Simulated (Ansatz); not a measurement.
Structure: GaN, 4H polytype, at its r2SCAN minimum. Space group P6_3mc (No. 186), hexagonal; a = 3.182 Å, c = 10.377 Å in the conventional setting, 11.37 Å³ an atom. Ga is surrounded by 4 N at 1.95 Å; N is surrounded by 4 Ga at 1.95 Å.

The questions ask for values computed with Ansatz on this geometry. No magnetic order. The prototype was imposed, so other structures may be more stable.

Given (12×12×4 mesh): LDA gives a direct gap of 1.85 eV at Γ.

(1) How does the gap change from LDA to PBE+SOC (12×12×4)?

(2) Estimate the gap with PBE0 on 6×6×2.

(3) Roughly how does the cost of the PBE0 run (6×6×2) compare with r2SCAN's (12×12×4)?

(4) What are ε∞ and the Born charges with PBE?

(5) Relaxed again with PBEsol, is the cell stable at the zone centre, and where do its optical modes lie?

(6) How do the levels compare, in gap and in cost?

Results:

(1) PBE+SOC gives a direct gap of 1.84 eV at Γ. Spin-orbit coupling itself accounts for 0.00 eV. The gap differs by -0.01 eV from LDA's.

(2) PBE0 gives a direct gap of 3.79 eV at Γ. The gap differs by +1.94 eV from LDA's.

(3) About 5 times as much (3 core-minutes against 30 core-seconds, on 8 threads of Intel(R) Xeon(R) Platinum 8488C (Sapphire Rapids), with other jobs on the host).

(4) The electronic dielectric tensor ε∞ is 5.85 along x and y, 5.95 along z. Born charges, averaged over directions: Ga +2.65 to +2.68, N -2.67 e.

(5) The zone-centre optical frequencies run from 102 to 697 cm⁻¹, none imaginary (the rest of the zone wasn't tested). With the long-range field the highest mode reaches 714 cm⁻¹. By the program's warning the force constants, and with them frequencies and ε⁰, aren't converged on this mesh.

(6) r2SCAN covers 33 % of the step from PBE to HSE06, while HSE06 needs about 5 times r2SCAN's cost (on a coarser mesh). Spin-orbit coupling moves the least or the direct gap by up to 0.01 eV, so it can be left out where a tenth of an eV counts. All these functionals give a gap of the same kind, direct.

Only the levels marked +SOC include spin-orbit coupling.

The meshes of the hybrids are coarse, so their gaps aren't converged to the digits shown.
